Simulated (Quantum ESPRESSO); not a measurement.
MgS (Niningerite) in Quantum ESPRESSO: the effect of functional

MgS (Niningerite):

```
CELL_PARAMETERS angstrom
0.00000 2.60165 2.60165
2.60165 0.00000 2.60165
2.60165 2.60165 0.00000
ATOMIC_POSITIONS crystal
S 0.50000 0.50000 0.50000
Mg 0.00000 0.00000 0.00000
```

Alike in all runs:

```yaml
Program: Quantum ESPRESSO 7.5
Task: phonons
Cutoff: 1143 eV
Density_cutoff: 4572 eV
k_mesh: 6 × 6 × 6, shifted
Occupations: fermi-dirac, width 0.05 eV
Spin: no spin polarisation
```

Each run relaxes the cell or the atoms first.

| functional | potentials or basis | relaxed volume (Å³/atom) | dielectric constant (mean) | highest phonon frequency (cm⁻¹) |
| --- | --- | --- | --- | --- |
| LDA | PseudoDojo 0.4.1 SR LDA standard | 16.89 | 5.60 | 252 |
| PBEsol | PseudoDojo 0.4.1 SR PBEsol standard | 17.41 | 5.54 | 243 |
| RPBE | PseudoDojo 0.4.1 SR PBE standard | 18.36 | 5.31 | 220 |
| revPBE | PseudoDojo 0.4.1 SR PBE standard | 18.27 | 5.33 | 222 |
| WC | PseudoDojo 0.4.1 SR PBE standard | 17.53 | 5.53 | 244 |
| vdW-DF-cx | PseudoDojo 0.4.1 SR PBE standard | ? | ? | ? |

Question: What does the run with functional vdW-DF-cx give?

Answer: Relaxed volume 17.68 Å³/atom; dielectric constant 5.38 mean; highest phonon frequency 251 cm⁻¹.

Caveats: the potentials were made for another functional, which shifts forces and pressure (some runs); before the sum rule the acoustic modes lie tens of cm⁻¹ from zero, a sign that the density grid also shifts the optical modes (some runs).

Runs at the PBE level aren't shown here.
